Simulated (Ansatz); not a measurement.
Here is an Ansatz 0.2.0 calculation.

input.yaml

```yaml
crystal:
  lattice:
    - [0.0, 3.06065, 3.06065]
    - [3.06065, 0.0, 3.06065]
    - [3.06065, 3.06065, 0.0]
  atoms:
    - { symbol: Pb, position: [0.0, 0.0, 0.0] }
    - { symbol: Se, position: [0.5, 0.5, 0.5] }
hamiltonian:
  xc: pbe
  pseudopotentials: { kind: nc, accuracy: standard, xc_functional: lda }
kpoints:
  mp_grid: { grid: [8, 8, 8] }
scf:
  occupations: { method: methfessel_paxton, width: 0.1 }
  n_extra_bands: 12
output:
  eigenvalues: true
  optics: { e_range: [0, 14], sigma: 0.05, nscf_kmesh: { grid: [11, 11, 11] } }
  write_density: true
  write_potential: true
  elf: true
  volumetric_format: npy
```

Potentials or basis: PseudoDojo standard (LDA files).

Launch:

```console
$ ansatz run input.yaml --threads 1 --pin off --max-ram 2560MiB --backend cpu --events-out ev --progress --plain --runs-dir out
```

Question: What does it give for the band gap on the k mesh?

Answer: 0.27 eV, direct.

Dielectric function (mean over the directions given):
| energy (eV) | real part | imaginary part |
| --- | --- | --- |
| 0.30 | 24.79 | 0.84 |
| 0.70 | 25.55 | 2.59 |
| 1.20 | 28.79 | 6.51 |
| 1.70 | 32.91 | 14.49 |
| 2.10 | 34.39 | 32.27 |
| 2.60 | -4.49 | 53.53 |
| 3.10 | -13.77 | 19.50 |
| 3.60 | -11.58 | 12.86 |
| 4.00 | -9.37 | 7.95 |
| 4.50 | -6.50 | 4.83 |
| 5.00 | -4.39 | 3.35 |
| 5.40 | -2.87 | 2.77 |
| 5.90 | -1.86 | 2.56 |
| 6.40 | -0.58 | 2.62 |
| 6.90 | -0.43 | 4.53 |
| 7.30 | -0.43 | 2.47 |
| 7.80 | -0.23 | 4.25 |
| 8.30 | -1.82 | 3.20 |
| 8.80 | -1.60 | 2.18 |
| 9.20 | -0.97 | 2.47 |
| 9.70 | -1.02 | 2.02 |
| 10.20 | -1.24 | 1.89 |
| 10.60 | -1.13 | 1.65 |
| 11.10 | -0.99 | 1.52 |
| 11.60 | -0.96 | 1.32 |
| 12.10 | -0.77 | 1.12 |
| 12.50 | -0.78 | 0.93 |
| 13.00 | -0.64 | 0.83 |
| 13.50 | -0.64 | 0.68 |
| 14.00 | -0.38 | 0.43 |

Caveat: spectra need much finer meshes, so this one isn't converged; independent-particle spectra lack excitons; spin-orbit coupling is left out, which as a rule narrows the gap of such compounds by several tenths of an eV. A k mesh can miss the band edges.
